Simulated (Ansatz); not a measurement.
# C: the cost of one run

Program: Ansatz 0.2.0. Level of theory: DFT PBE, scalar-relativistic, plane waves, PAW. These are calculated values, not measurements.

## 1. The system as given

It takes space group I-43d (No. 220, cubic). Conventional cell: a = 4.494 Å, b = 4.494 Å, c = 4.494 Å, α = 90.00°, β = 90.00°, γ = 90.00°. Around C (site symmetry 3) lie 11 C at 1.95 to 2.04 Å.

Structure file:

```cif
data_structure
_symmetry_space_group_name_H-M 'I-43d'
_symmetry_Int_Tables_number 220
_cell_length_a 4.4939
_cell_length_b 4.4939
_cell_length_c 4.4939
_cell_angle_alpha 90.000
_cell_angle_beta 90.000
_cell_angle_gamma 90.000
_cell_volume 90.76
loop_
_atom_site_label
_atom_site_type_symbol
_atom_site_symmetry_multiplicity
_atom_site_Wyckoff_symbol
_atom_site_fract_x
_atom_site_fract_y
_atom_site_fract_z
_atom_site_occupancy
C1 C 16 c 0.97567 0.47567 0.02433 1
```

Recipe of the guess: one element on all sites of the Na type (I-43d, No. 220). Lengths come from tabulated atomic sizes and are only a guess.

## 2. A first look at the guess

input.yaml reads:

```yaml
crystal:
  lattice:
    - [-2.24696836, 2.24696836, 2.24696836]
    - [2.24696836, -2.24696836, 2.24696836]
    - [2.24696836, 2.24696836, -2.24696836]
  atoms:
    - { symbol: C, position: [0.5, 0.0, 0.4513301] }
    - { symbol: C, position: [0.4513301, 0.5, 0.0] }
    - { symbol: C, position: [0.0, 0.9513301, 0.5] }
    - { symbol: C, position: [0.9513301, 0.5, 0.0] }
    - { symbol: C, position: [0.0, 0.4513301, 0.5] }
    - { symbol: C, position: [0.5, 0.0, 0.9513301] }
    - { symbol: C, position: [0.5486699, 0.5486699, 0.5486699] }
    - { symbol: C, position: [0.0486699, 0.0486699, 0.0486699] }
basis:
  ecutwfc: 420
kpoints:
  mp_grid: { grid: [6, 6, 6] }
hamiltonian:
  xc: pbe
scf:
  occupations: { method: gaussian, width: 0.1 }
  lower_state_search: "off"
output:
  forces: true
  stress: true
  eigenvalues: true
```

Started as:

```bash
ansatz run input.yaml --threads 1 --pin off --max-ram 2560MiB --backend cpu --events-out ev --progress --plain --runs-dir out
```

Q: Estimate wall time and peak memory on 1 thread of Arm Neoverse N1, shared host.

About 2.6 s, with a peak of 0.28 GiB.
